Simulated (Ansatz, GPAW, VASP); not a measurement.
One calculation of Ag, 3 ways

```xyz
1
Lattice="0.0000 2.0427 2.0427 2.0427 0.0000 2.0427 2.0427 2.0427 0.0000" Properties=species:S:1:pos:R:3 pbc="T T T"
Ag    0.0000    0.0000    0.0000
```

Alike in all runs: task single point; functional PBE; k mesh 11 × 11 × 11; occupations gaussian, width 0.021 eV; no spin polarisation; no spin-orbit coupling. Pressure is positive in compression and, in plane waves, holds the error of the finite cutoff.

```tsv
program and potentials	plane-wave cutoff (eV)	notes	pressure (GPa)
VASP, PBE PAW files Ag, 520 eV	520	11 valence electrons an atom on average	4.09
Ansatz, all-electron LAPW, scalar-relativistic	-	-	4.25
GPAW, GPAW PAW data sets (gpaw-data 1.2.1)	600	17 valence electrons an atom on average	4.20
```

The pressure spans 4.09 (VASP, PBE PAW files Ag, 520 eV) to 4.25 GPa (Ansatz, all-electron LAPW, scalar-relativistic), with all-electron results at 4.25.

Differences between rows come from potentials, basis sets and numerical settings, since the functional is the same but for its coding. Runs on potential files found faulty are left out.

All three calculations put fcc silver under compression at this volume, from 4.09 to 4.25 GPa, so PBE would expand the cell. The cell is close to the experimental one, where the real metal is nearly stress-free, and the pressure therefore mainly reflects the known tendency of PBE to make silver too large. Its gradient correction favours the more inhomogeneous density of an expanded lattice and weakens cohesion. In silver, the bonding from the broad sp band, with some d hybridisation, is balanced against repulsion between nearly filled 4d shells, and PBE also misses most of the long-range attraction between these polarisable shells.

The spread between programs is small beside the pressure itself, which suggests that the compression belongs to the functional rather than to any one potential. GPAW lies closer to the all-electron value than VASP does, possibly because it treats the 4p semicore electrons explicitly, though the basis also differs. A single volume fixes the direction of relaxation, but neither the equilibrium lattice constant nor the bulk modulus.
